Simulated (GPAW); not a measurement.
Runs of GPAW 26.7.0 on CuO (Tenorite). The structure is monoclinic, space group C2/c (No. 15). The conventional cell has a = 4.684 Å, b = 3.423 Å, c = 5.129 Å, α = 90.00°, β = 99.54°, γ = 90.00°. Cu (site symmetry -1) is surrounded by 4 O at 1.95 to 1.96 Å. O (site symmetry 2) has 4 Cu at 1.95 to 1.96 Å as nearest neighbours. 

```tsv
task	level	potentials or basis	U	cell	k mesh	cutoff (eV)	smearing	convergence	supercell	supercell k mesh	displacement	relaxed first	grid spacing	mesh quality	gap on the mesh (eV)	pressure (GPa)	V0 of scaled cells (Å³/atom)	B0 (GPa)	largest force (eV/Å)
single point	PBEsol	PAW data sets generated in the run's folder for this functional, pw	-	as given	10 × 10 × 5	800	fermi-dirac 0.05 eV	-	-	-	-	-	-	not flagged	none	(c)	-	-	0.26
phonons	vdW-DF	GPAW PAW data sets (gpaw-data 1.2.1), lcao:dzp	-	atoms relaxed	6 × 6 × 3	-	fermi-dirac 0.05 eV	density=1e-06	1 × 1 × 1	6 × 6 × 3	0.02	ions	0.16 Å	coarse	none	-	-	-	-
single point	PBE	GPAW PAW data sets (gpaw-data 1.2.1), pw	-	as given	10 × 10 × 5	800	fermi-dirac 0.05 eV	-	-	-	-	-	-	not flagged	none	7.9	-	-	(b)
single point	LDA+U	the program's PAW data sets (release 1.2.1) made for this functional, pw	Cu d U = 6.2 eV	as given	8 × 8 × 4	650	fermi-dirac 0.01 eV	-	-	-	-	-	-	not flagged	none	-11.7	-	-	0.28
equation of state	PBE	GPAW PAW data sets (gpaw-data 1.2.1), pw	-	as given	10 × 10 × 5	800	fermi-dirac 0.05 eV	-	-	-	-	-	-	not flagged	-	-	(a)	161	-
band structure	LDA	the program's PAW data sets (release 1.2.1) made for this functional, pw	-	as given	6 × 6 × 4	800	fermi-dirac 0.05 eV	-	-	-	-	-	-	coarse	-	-8.1	-	-	0.43
equation of state	PBEsol	PAW data sets generated in the run's folder for this functional, pw	-	as given	10 × 10 × 5	800	fermi-dirac 0.05 eV	-	-	-	-	-	-	not flagged	-	-	10.17	184	-
wannier90	vdW-DF	GPAW PAW data sets (gpaw-data 1.2.1), pw	-	as given	10 × 10 × 5	800	fermi-dirac 0.05 eV	-	-	-	-	-	-	not flagged	none	-	-	-	0.03
```

Alike in all rows: no spin polarisation.

Problem. Estimate the missing entries.

Solution. (a) 10.63; (b) 0.17; (c) -0.1.

Caveats: some runs use coarse meshes; the run has no spin polarisation, though such a crystal can be magnetic; semilocal functionals often make such compounds metallic where correlation or magnetic order opens a gap, which also shifts bond lengths (some runs); the PAW data sets were made with another functional, which shifts forces and pressure a little (some runs); the cell was scaled at fixed shape and fractional positions, which overstates the stiffness of a crystal with free parameters, most of all of layers and chains (some runs); the real-space grid adds noise to forces (some runs); the basis of atomic orbitals isn't converged, which shifts pressures, moduli and gaps (some runs); the cutoff is short for stress and forces, so pressures can be off by a GPa or more (some runs).

A k mesh can miss the band edges.

A gap of «none» marks a metal or a gap under the smearing width.

Not every run made on this cell is shown here.
